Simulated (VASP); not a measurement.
Input of a VASP 6.6.1 run:

File INCAR:

```
SYSTEM = NbN
ALGO = Normal
EDIFF = 1E-7
EDIFFG = -0.005
ENCUT = 600
GGA = PE
IBRION = 2
ISIF = 3
ISMEAR = 1
LASPH = .True.
LCHARG = .False.
LREAL = .False.
LWAVE = .False.
NELM = 80
NSW = 90
PREC = Accurate
SIGMA = 0.1
```

The input KPOINTS:

```
k-points
0
Gamma
  14 14 14
  0 0 0
```

The input POSCAR:

```
NbN                                     
1.0
    0.0000000000      2.2093150076      2.2093150076
    2.2093150076     -0.0000000000      2.2093150076
    2.2093150076      2.2093150076     -0.0000000000
  Nb              N             
     1     1
Direct
     0.5000000000000000    0.5000000000000000    0.5000000000000000
     0.0000000000000000    0.0000000000000000    0.0000000000000000
```

Potentials or basis: VASP PAW PBE potentials, release 64 (Nb_sv, N).

Launch:

```sh
$ cat potpaw_PBE.64/Nb_sv/POTCAR potpaw_PBE.64/N/POTCAR > POTCAR
$ mpirun -np 1 vasp_std > vasp.out
```

**Question.** What does it give for the relaxed volume?

**Answer.** 10.78 Å³/atom.

**Question.** Estimate the space group after relaxing (to 0.05 Å).

**Answer.** Fm-3m (No. 225).

**Question.** Estimate the relaxed cell.

**Answer.** a = 3.124 Å, b = 3.124 Å, c = 3.124 Å, α = 60.00°, β = 60.00°, γ = 60.00°.

Final structure:
```
Nb N
1.0
     0.00000    2.20907    2.20907
     2.20907    0.00000    2.20907
     2.20907    2.20907    0.00000
Nb N
1 1
Direct
  0.50000 0.50000 0.50000
  0.00000 0.00000 0.00000
```
